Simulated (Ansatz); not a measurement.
Zr₃N₄ (started from an entry of an open crystallographic database), relaxed with r2SCAN. Space group I-43d (No. 220), cubic; conventional cell a = 6.776 Å, 11.11 Å³ an atom. Zr has 8 N at 2.22–2.49 Å; N has 6 Zr at 2.22–2.49 Å.

```
Zr N
1.0
    -3.38789    3.38789    3.38789
     3.38789   -3.38789    3.38789
     3.38789    3.38789   -3.38789
Zr N
6 8
Direct
  0.25000 0.62500 0.37500
  0.37500 0.25000 0.62500
  0.75000 0.87500 0.12500
  0.12500 0.75000 0.87500
  0.62500 0.37500 0.25000
  0.87500 0.12500 0.75000
  0.12957 0.12957 0.12957
  0.87043 0.50000 0.00000
  0.50000 0.00000 0.37043
  0.00000 0.87043 0.50000
  0.37043 0.50000 0.00000
  0.62957 0.62957 0.62957
  0.00000 0.37043 0.50000
  0.50000 0.00000 0.87043
```

4 runs of Ansatz on this cell differ in the functional (and in the settings that go with it). Levels are in eV from each run's valence top; v1 is the last filled band, c1 the first empty one.

Run A, mean stress 0.0 GPa (compression positive):

| point | v2 | v1 | c1 | c2 |
| --- | --- | --- | --- | --- |
| Γ | 0.00 | 0.00 | 1.01 | 1.01 |
| H | -0.57 | -0.57 | 3.62 | 3.62 |
| N | -0.90 | -0.90 | 2.51 | 2.51 |
| P | -1.39 | -1.39 | 2.60 | 2.60 |

Run B, mean stress +2.1 GPa (compression positive):

| point | v2 | v1 | c1 | c2 |
| --- | --- | --- | --- | --- |
| Γ | 0.00 | 0.00 | 0.68 | 0.68 |
| H | -0.56 | -0.56 | 3.27 | 3.27 |
| N | -0.89 | -0.89 | 2.17 | 2.17 |
| P | -1.37 | -1.37 | 2.27 | 2.27 |

Run C, mean stress -3.8 GPa (compression positive):

| point | v2 | v1 | c1 | c2 |
| --- | --- | --- | --- | --- |
| Γ | 0.00 | 0.00 | 2.26 | 2.26 |
| H | -0.63 | -0.63 | 5.10 | 5.10 |
| N | -0.96 | -0.96 | 3.87 | 3.87 |
| P | -1.51 | -1.51 | 4.04 | 4.04 |

Run D, mean stress -4.0 GPa (compression positive):

| point | v2 | v1 | c1 | c2 |
| --- | --- | --- | --- | --- |
| Γ | 0.00 | 0.00 | 1.56 | 1.56 |
| H | -0.63 | -0.63 | 4.37 | 4.37 |
| N | -0.95 | -0.95 | 3.15 | 3.15 |
| P | -1.49 | -1.49 | 3.31 | 3.31 |

Task: Match the runs to PBE, r2SCAN, HSE06, PBE0.

Result: A is r2SCAN, B is PBE, C is PBE0, D is HSE06. In order of the gap: PBE 0.68, r2SCAN 1.01, HSE06 1.56, PBE0 2.26 eV. The stress vanishes for r2SCAN, which relaxed the cell.

(Simulation; spin polarisation is off.)

The stress of a hybrid is loosely converged in these runs.

The meshes of the hybrids are coarse, so their gaps aren't converged to the digits shown.
